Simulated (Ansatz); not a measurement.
Gas-phase electronic energies from Ansatz, PBE0-D4/def2-TZVP geometries. CCSD(T)/CBS adds triple-zeta CCSD(T) − MP2 to the extrapolated MP2 energy (def2 sets, frozen cores). DFT in def2-TZVPP. B3LYP here is the variant with VWN-RPA as its local correlation; programs differ in this. Each species was taken in one conformer, which may not be the lowest.

`B[SiH2]OCC` + `CC(=O)O` → `BOC(C)=O` + `CCO[SiH3]`  (cleavage of the B–Si bond)

`B[SiH2]OCC`:

```xyz
14

B    -1.508    1.928   -1.038
Si    0.267    1.673   -0.139
O     0.473    0.244    0.659
C     0.398   -1.002   -0.003
C     0.482   -2.115    1.011
H    -2.335    1.072   -1.156
H    -1.764    2.998   -1.511
H     0.498    2.731    0.880
H     1.303    1.821   -1.214
H     1.220   -1.087   -0.728
H    -0.542   -1.075   -0.568
H     1.419   -2.054    1.568
H     0.434   -3.088    0.516
H    -0.344   -2.047    1.722
```

`CC(=O)O`:

Z-matrix (Å, degrees):
```
C
C 1 1.495
H 1 1.092 2 109.8
H 1 1.092 2 109.8 3 117.7
H 1 1.087 2 109.6 3 -121.2
O 2 1.200 1 126.0 3 121.1
O 2 1.346 1 111.6 3 -58.9
H 7 0.968 2 106.4 1 180.0
```

`BOC(C)=O`:

```xyz
10

B    -1.009    1.707    0.357
O    -0.613    0.578   -0.298
C     0.582   -0.051   -0.027
C     0.503   -1.506   -0.347
O     1.538    0.536    0.373
H    -2.006    2.217   -0.056
H    -0.396    2.107    1.298
H    -0.294   -1.971    0.237
H     1.456   -1.985   -0.137
H     0.241   -1.631   -1.400
```

`CCO[SiH3]`:

Z-matrix (Å, degrees):
```
C
C 1 1.508
H 1 1.092 2 110.5
H 1 1.093 2 110.4 3 120.1
H 1 1.092 2 110.5 3 -119.9
O 2 1.416 1 109.3 3 59.9
H 2 1.098 1 110.3 3 -60.9
H 2 1.099 1 110.3 3 -179.2
Si 6 1.642 2 122.3 1 -180.0
H 9 1.491 6 111.0 2 59.9
H 9 1.481 6 106.6 2 -180.0
H 9 1.491 6 111.0 2 -59.9
```

Is it downhill or uphill in electronic energy at CCSD(T)/CBS, and by how much? (Best estimate.)

The calculation gave: Downhill: ΔE = -1.40 eV.

What do these levels give: r2SCAN-D4, r2SCAN0-D4, B2PLYP, B3LYP, BHLYP, MP2/def2-QZVPP? (Estimate.)

The calculation gave: r2SCAN-D4 -1.35, r2SCAN0-D4 -1.37, B2PLYP -1.46, B3LYP -1.43, BHLYP -1.47, MP2/def2-QZVPP -1.47 eV.

What do rigid-rotor, harmonic-oscillator terms from PBE0-D4/def2-TZVP frequencies (298.15 K, 1 bar) make of the CCSD(T)/CBS value? (An estimate is asked.)

Ansatz gave: ΔZPE = -0.02 eV, ΔH = -1.43 eV, ΔS = -9 J/(mol·K), ΔG = -1.40 eV. Modes under 50 cm⁻¹ make the entropy rough.

Largest T1 diagnostic among the species: 0.015.

At CCSD(T), def2-SVP lies −0.16 eV from the extrapolated value and def2-TZVPP −0.02 eV. From BLYP to BHLYP (50 % exact exchange), in def2-TZVPP and without D4, ΔE moves by −0.07 eV. In def2-TZVPP, CCSD(T) changes the Hartree–Fock value by +0.10 eV (the triples alone add −0.00 eV) and MP2 by +0.04 eV.
